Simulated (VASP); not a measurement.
A run of VASP 6.6.1 is set up as follows.

File INCAR:

```
PREC     = Accurate       # precision mode
ENCUT    = 520            # plane-wave cutoff, eV
EDIFF    = 1E-6           # SCF threshold, eV
ISMEAR   = 0              # smearing method
SIGMA    = 0.02           # smearing width, eV
LREAL    = False          # projectors in reciprocal space
LASPH    = True           # aspherical terms in the spheres
NELM     = 100            # most SCF steps
ALGO     = Normal         # electronic algorithm
ISIF     = 2              # what is computed and relaxed
LWAVE    = False          # write WAVECAR
LCHARG   = False          # write CHGCAR
METAGGA  = R2SCAN         # meta-GGA
LMIXTAU  = True
```

File KPOINTS:

```
Automatic mesh
0
Gamma
  9 9 6
```

POSCAR

```
MgO
1.0
    3.3004900000      0.0000000000      0.0000000000
   -1.6502500000      2.8583100000      0.0000000000
    0.0000000000      0.0000000000      5.0086300000
Mg O
2 2
Direct
    0.3333300000      0.6666700000      0.0034600000
    0.6666700000      0.3333300000      0.5034600000
    0.3333300000      0.6666700000      0.4011400000
    0.6666700000      0.3333300000      0.9011400000
```

Potentials or basis: VASP PAW PBE potentials, release 64 (Mg, O).

Command:

```console
$ cat potpaw_PBE.64/Mg/POTCAR potpaw_PBE.64/O/POTCAR > POTCAR
$ mpirun -np 1 vasp_std > vasp.out
```

(1) Predict the largest force.

(2) Predict the band gap on the k mesh.

(3) Estimate the pressure.

Results:

(1) 0.017 eV/Å.

(2) 4.16 eV, direct.

(3) -1.1 GPa.

Caveat: the PAW data sets were made with another functional, which shifts forces and pressure a little; an odd mesh through Γ misses points on the zone boundary, where band edges often lie.
